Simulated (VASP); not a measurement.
Input of a VASP 6.6.1 run:

INCAR

```
SYSTEM = Be2C
PREC     = Accurate       ! precision mode
ENCUT    = 520            ! plane-wave cutoff, eV
EDIFF    = 1E-6           ! SCF threshold, eV
ISMEAR   = 0              ! smearing method
SIGMA    = 0.02           ! smearing width, eV
LREAL    = .False.        ! projectors in reciprocal space
LASPH    = .True.         ! aspherical terms in the spheres
NELM     = 60             ! most SCF steps
ALGO     = Normal         ! electronic algorithm
ISIF     = 2              ! what is computed and relaxed
LWAVE    = .False.        ! write WAVECAR
LCHARG   = .False.        ! write CHGCAR
GGA      = PE             ! functional
NBANDS   = 11             ! bands
```

KPOINTS

```
Automatic mesh
0
Gamma
  12 12 12
  0 0 0
```

POSCAR

```
Be2C
1.0
    0.0000000000      2.1650000000      2.1650000000
    2.1650000000      0.0000000000      2.1650000000
    2.1650000000      2.1650000000      0.0000000000
C Be
1 2
Direct
    0.0000000000      0.0000000000      0.0000000000
    0.7500000000      0.7500000000      0.7500000000
    0.2500000000      0.2500000000      0.2500000000
```

KPOINTS_OPT

```
path GXWKGLUWLK,UX
10
line-mode
reciprocal
 0.0000000000  0.0000000000  0.0000000000  G
 0.5000000000  0.0000000000  0.5000000000  X

 0.5000000000  0.0000000000  0.5000000000  X
 0.5000000000  0.2500000000  0.7500000000  W

 0.5000000000  0.2500000000  0.7500000000  W
 0.3750000000  0.3750000000  0.7500000000  K

 0.3750000000  0.3750000000  0.7500000000  K
 0.0000000000  0.0000000000  0.0000000000  G

 0.0000000000  0.0000000000  0.0000000000  G
 0.5000000000  0.5000000000  0.5000000000  L

 0.5000000000  0.5000000000  0.5000000000  L
 0.6250000000  0.2500000000  0.6250000000  U

 0.6250000000  0.2500000000  0.6250000000  U
 0.5000000000  0.2500000000  0.7500000000  W

 0.5000000000  0.2500000000  0.7500000000  W
 0.5000000000  0.5000000000  0.5000000000  L

 0.5000000000  0.5000000000  0.5000000000  L
 0.3750000000  0.3750000000  0.7500000000  K

 0.6250000000  0.2500000000  0.6250000000  U
 0.5000000000  0.0000000000  0.5000000000  X
```

Potentials or basis: VASP PAW PBE potentials, release 64 (C, Be).

The run is started by

```sh
$ cat potpaw_PBE.64/C/POTCAR potpaw_PBE.64/Be/POTCAR > POTCAR
$ mpirun -np 1 vasp_std > vasp.out
```

(1) Estimate the band gap along the path.

(2) Estimate the pressure.

(3) What does it give for the band gap on the k mesh?

Answers

(1) 1.16 eV, indirect (least direct gap 4.13 eV).

(2) 0.2 GPa.

(3) 1.16 eV, indirect (least direct gap 4.13 eV).
